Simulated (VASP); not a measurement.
# EuS (Fm-3m) in VASP: further runs, part 2 of 2

VASP 6.6.1. Earlier steps stand in the parts before.

## 3. Relaxation of cell and atoms, PBE, collinear spin, ferromagnetic start

Input file INCAR:

```
SYSTEM = EuS
ALGO = Normal
EDIFF = 1E-6
EDIFFG = -0.005
ENCUT = 600
GGA = PE
IBRION = 2
ISIF = 3
ISMEAR = -1
ISPIN = 2
LASPH = .True.
LCHARG = .False.
LMAXMIX = 6
LORBIT = 11
LREAL = .False.
LWAVE = .False.
MAGMOM = 7 0
NELM = 100
NSW = 40
PREC = Accurate
SIGMA = 0.05
```

Input file KPOINTS:

```
k-points
0
Gamma
  8 8 8
  0 0 0
```

Input file POSCAR:

```
EuS
1.0
    0.0000000000      2.9785000000      2.9785000000
    2.9785000000      0.0000000000      2.9785000000
    2.9785000000      2.9785000000      0.0000000000
Eu S
1 1
Direct
    0.0000000000      0.0000000000      0.0000000000
    0.5000000000      0.5000000000      0.5000000000
```

Potentials or basis: VASP PAW PBE potentials, release 64 (Eu, S).

Started as:

```console
$ cat potpaw_PBE.64/Eu/POTCAR potpaw_PBE.64/S/POTCAR > POTCAR
$ mpirun -np 1 vasp_std > vasp.out
```

OUTCAR:

```text
SYSTEM = EuS
   EDIFF = 1E-6
   EDIFFG = -0.005
   ENCUT = 600
   GGA = PE
   IBRION = 2
   ISIF = 3
   ISMEAR = -1
   ISPIN = 2
   LASPH = .True.
   LORBIT = 11
   LREAL = .False.
   NELM = 100
   NSW = 40
   PREC = Accurate

 ion  position               nearest neighbor table
   1  0.000  0.000  0.000-   2 2.98   2 2.98   2 2.98   2 2.98   2 2.98   2 2.98
   2  0.500  0.500  0.500-   1 2.98   1 2.98   1 2.98   1 2.98   1 2.98   1 2.98

  LATTYP: Found a face centered cubic cell.
 ALAT       =     5.9570000000

  Lattice vectors:

 A1 = (   0.0000000000,   2.9785000000,   2.9785000000)
 A2 = (   2.9785000000,   0.0000000000,   2.9785000000)
 A3 = (   2.9785000000,   2.9785000000,   0.0000000000)

Analysis of symmetry for initial positions (statically):
[... 385 lines left out ...]
 cond. band min:       4.6908516998   @ k =   0.2500   0.2500   0.0000
 fundamental gap:      0.0532175538
 Fermi energy:         4.6719585142

 spin component 1

 k-point     1 :       0.0000    0.0000    0.0000
  band No.  band energies     occupation
      1     -36.7832      1.00000
      2     -15.4758      1.00000
      3     -15.4758      1.00000
      4     -15.4758      1.00000
      5      -8.9836      1.00000
      6       1.8437      1.00000
[... 517 lines left out ...]
     18       8.8797      0.00000
     19       9.3869      0.00000

 [... further k-points ...]

 spin component 2

 k-point     1 :       0.0000    0.0000    0.0000
  band No.  band energies     occupation
      1     -33.7177      1.00000
      2     -13.2317      1.00000
      3     -13.2317      1.00000
      4     -13.2317      1.00000
      5      -8.9636      1.00000
      6       2.0275      1.00000
[... 548 lines left out ...]
  FREE ENERGIE OF THE ION-ELECTRON SYSTEM (eV)
  ---------------------------------------------------
  free  energy   TOTEN  =       -19.9307899841 eV

  energy  without entropy=      -19.9192893757  energy(sigma->0) =      -19.92503968

 reached required accuracy - stopping structural energy minimisation

 total charge

# of ion       s       p       d       f       tot
--------------------------------------------------
    1        2.030   5.759   0.347   6.625  14.761
    2        1.317   2.448   0.000   0.000   3.765
--------------------------------------------------
tot          3.347   8.207   0.347   6.625  18.526

 magnetization (x)

# of ion       s       p       d       f       tot
--------------------------------------------------
    1       -0.014  -0.111   0.102   6.589   6.565
    2       -0.008  -0.068   0.000   0.000  -0.075
--------------------------------------------------
tot         -0.022  -0.179   0.102   6.589   6.490
```

OSZICAR:

```text
N       E                     dE             d eps       ncg     rms          rms(c)
DAV:   1     0.156683185246E+03    0.15668E+03   -0.98833E+03  2733   0.575E+03
DAV:   2     0.141203097168E+02   -0.14256E+03   -0.12629E+03  2870   0.349E+02
DAV:   3    -0.148870405875E+02   -0.29007E+02   -0.28173E+02  3257   0.156E+02
[... 115 lines left out ...]
       N       E                     dE             d eps       ncg     rms          rms(c)
DAV:   1    -0.199309315444E+02   -0.13283E-03   -0.10328E-03  3083   0.411E-01    0.199E-01
DAV:   2    -0.199309623221E+02   -0.30778E-04   -0.40242E-03  2885   0.116E+00    0.393E-01
DAV:   3    -0.199307983290E+02    0.16399E-03   -0.96042E-04  2925   0.581E-01    0.617E-02
DAV:   4    -0.199307896907E+02    0.86383E-05   -0.57398E-05  3773   0.129E-01    0.429E-02
DAV:   5    -0.199307899841E+02   -0.29345E-06   -0.41960E-06  3018   0.227E-02
  10 F= -.19930790E+02 E0= -.19925040E+02  d E =-.931907E-05  mag=     6.9612
```

CONTCAR:

```text
EuS
   1.00000000000000
     0.0000000000000000    2.9188695451833970    2.9188695451833970
     2.9188695451833970    0.0000000000000000    2.9188695451833970
     2.9188695451833970    2.9188695451833970    0.0000000000000000
  Eu              S
     1     1
Direct
     0.0000000000000000    0.0000000000000000    0.0000000000000000
     0.5000000000000000    0.5000000000000000    0.5000000000000000

  0.00000000E+00  0.00000000E+00  0.00000000E+00
  0.00000000E+00  0.00000000E+00  0.00000000E+00
```

It took 8.6 min on 1 thread of AMD EPYC 9R14 (Zen 4), shared host; peak memory 0.26 GiB.

Results:

| Property | Result |
| --- | --- |
| Free energy | -19.9308 eV |
| Relaxed volume | 24.87 Å³/atom |
| Relaxed cell | a = 4.128 Å, b = 4.128 Å, c = 4.128 Å, α = 60.00°, β = 60.00°, γ = 60.00° |
| Space group after relaxing (to 0.05 Å) | Fm-3m (No. 225) |
| Energy gained by relaxing | 13.7 meV/atom |
| Ionic steps | 10 |
| Pressure after relaxing | 0.0 GPa |
| Band gap on the k mesh | none (metal or under the smearing width) |
| Net moment | 6.96 μB per cell |
| Site moments | Eu +6.57; S -0.07 μB |
| Valence electrons inside the program's atomic spheres | Eu 14.76; S 3.77 |

The path:
| step | energy change (eV) | largest force (eV/Å) | pressure (GPa) | volume (Å³) |
| --- | --- | --- | --- | --- |
| 1 | 0.0000 | 0.0000 | -2.77 | 52.85 |
| 2 | -0.0270 | 0.0000 | 0.56 | 49.44 |
| 3 | -0.0274 | 0.0000 | -0.12 | 49.89 |
| 4 | -0.0275 | 0.0000 | -0.27 | 49.81 |
| 5 | -0.0273 | 0.0000 | 0.29 | 49.62 |
| 6 | -0.0274 | 0.0000 | 0.12 | 49.72 |
| 7 | -0.0275 | 0.0000 | -0.09 | 49.85 |
| 8 | -0.0275 | 0.0000 | -0.16 | 49.81 |
| 9 | -0.0274 | 0.0000 | -0.13 | 49.76 |
| 10 | -0.0274 | 0.0000 | -0.03 | 49.74 |

Final structure:
```
Eu S
1.0
     0.00000    2.91887    2.91887
     2.91887    0.00000    2.91887
     2.91887    2.91887    0.00000
Eu S
1 1
Direct
  0.00000 0.00000 0.00000
  0.50000 0.50000 0.50000
```

Caveat: spin-orbit coupling is left out, which moves the levels of the heavy elements; a cell with one magnetic atom can't hold antiferromagnetic order, which such compounds often take; without U or exact exchange the open f shell lies at the Fermi level, which spoils levels, moments and volumes.

## 4. Single point, PBE, collinear spin, ferromagnetic start

Input file INCAR:

```
ALGO     = Normal         # electronic algorithm
EDIFF    = 1E-7           # SCF threshold, eV
ENCUT    = 520            # plane-wave cutoff, eV
GGA      = PE             # functional
ISIF     = 2              # what is computed and relaxed
ISMEAR   = -1             # smearing method
ISPIN    = 2              # spin polarisation
LASPH    = True           # aspherical terms in the spheres
LCHARG   = False          # write CHGCAR
LMAXMIX  = 6              # l up to which the mixer works
LORBIT   = 11             # projections on sites
LREAL    = False          # projectors in reciprocal space
LWAVE    = False          # write WAVECAR
MAGMOM   = 8.5 0          # initial moments
NELM     = 100            # most SCF steps
PREC     = Accurate       # precision mode
SIGMA    = 0.05           # smearing width, eV
```

Input file KPOINTS:

```
k-points
0
Gamma
  8 8 8
```

POSCAR is that of step 3.

Started as:

```console
$ cat potpaw_PBE.64/Eu/POTCAR potpaw_PBE.64/S/POTCAR > POTCAR
$ mpirun -np 1 vasp_std > vasp.out
```

It took 59 s on 1 thread of AMD EPYC 9R45 (Zen 5), shared host; peak memory 0.2 GiB.

The run converged. Its results:

```yaml
Free_energy: -19.9015 eV
Pressure: -2.8 GPa
Band_gap_on_the_k_mesh: none (metal or under the smearing width)
Net_moment: 6.98 μB per cell
Site_moments: Eu +6.59; S -0.07 μB
Valence_electrons_inside_the_program's_atomic_spheres: Eu 14.74; S 3.75
```

Levels at points of the mesh, in eV from the Fermi level:
Spin up:
```csv
k point,band 13,band 14,band 15,band 16,band 17,band 18
"(0.00, 0.00, 0.00)",0.03,0.03,0.03,0.77,1.04,1.04
"(0.50, 0.00, 0.00)",-0.32,-0.29,-0.28,2.91,3.19,3.61
"(0.50, 0.50, 0.00)",-0.34,-0.30,-0.11,-0.11,3.05,3.19
```
Spin down:
```csv
k point,band 4,band 5,band 6,band 7,band 8,band 9,band 10,band 11,band 12,band 13
"(0.00, 0.00, 0.00)",-17.99,-13.49,-2.65,-2.65,-2.65,1.40,1.81,1.81,1.81,2.69
"(0.50, 0.00, 0.00)",-18.02,-12.54,-5.16,-3.77,-3.77,2.83,4.00,4.06,4.06,4.39
"(0.50, 0.50, 0.00)",-18.12,-13.16,-3.78,-3.00,-3.00,-0.18,3.90,3.92,4.23,4.32
```

Caveat: spin-orbit coupling is left out, which moves the levels of the heavy elements; a cell with one magnetic atom can't hold antiferromagnetic order, which such compounds often take; without U or exact exchange the open f shell lies at the Fermi level, which spoils levels, moments and volumes. The state reached can hang on the start; a lower one may exist.

## 5. For comparison

An earlier run on the cell as given: functional PBE; potentials or basis VASP PAW PBE potentials, release 64 (Eu, S); cutoff 520 eV; k mesh 8 × 8 × 8; occupations fermi-dirac, width 0.05 eV; collinear spin, ferromagnetic start; starting moments [7.0, 0.0] μB.

- Pressure: -2.8 GPa
- Band gap on the k mesh: none (metal or under the smearing width)
- Net moment: 6.98 μB per cell
- Site moments: Eu +6.59; S -0.07 μB
- Valence electrons inside the program's atomic spheres: Eu 14.74; S 3.75

## 6. Summary

```tsv
task	cell	cutoff (eV)	smearing	gap on the mesh (eV)	pressure (GPa)	moment (μB)
single point	as given	520	gaussian 0.011 eV	none	-2.8	6.99
relaxation of cell and atoms	relaxed	600	fermi-dirac 0.05 eV	none	0.0	6.96
single point	as given	520	fermi-dirac 0.05 eV	none	-2.8	6.98
```

Alike in all rows: level PBE; potentials or basis VASP PAW PBE potentials, release 64 (Eu, S); spin collinear, ferromagnetic start; k mesh 8 × 8 × 8.

Caveats: spin-orbit coupling is left out, which moves the levels of the heavy elements; a cell with one magnetic atom can't hold antiferromagnetic order, which such compounds often take; without U or exact exchange the open f shell lies at the Fermi level, which spoils levels, moments and volumes.

Total energies depend on the potentials used, so only differences within one code and one set of settings carry meaning.

## 7. Against experiment

Step 2. A measured gap of EuS is 1.72 eV (optical; 300 K; powder; “Crystal-field mediated electronic transitions of EuS up to 35 GPa”, 2022, pmc:8786971); the calculated 0.00 eV misses it by -1.72 eV. So large a miss can be the level of theory's own, or it may mean another phase, state or a wrong row. Spin-orbit coupling on Eu is left out. The value is that of PBE on a finite k mesh, which can miss the band edges, without temperature or zero-point motion. Semilocal functionals fall short of measured gaps as a rule. The run's magnetic order (collinear spin, ferromagnetic start) needn't be the measured crystal's.

Step 4. A measured gap of EuS is 1.72 eV (optical; 300 K; powder; “Crystal-field mediated electronic transitions of EuS up to 35 GPa”, 2022, pmc:8786971); the calculated 0.00 eV misses it by -1.72 eV. So large a miss can be the level of theory's own, or it may mean another phase, state or a wrong row. Spin-orbit coupling on Eu is left out. The value is that of PBE on a finite k mesh, which can miss the band edges, without temperature or zero-point motion. Semilocal functionals fall short of measured gaps as a rule. The run's magnetic order (collinear spin, ferromagnetic start) needn't be the measured crystal's.
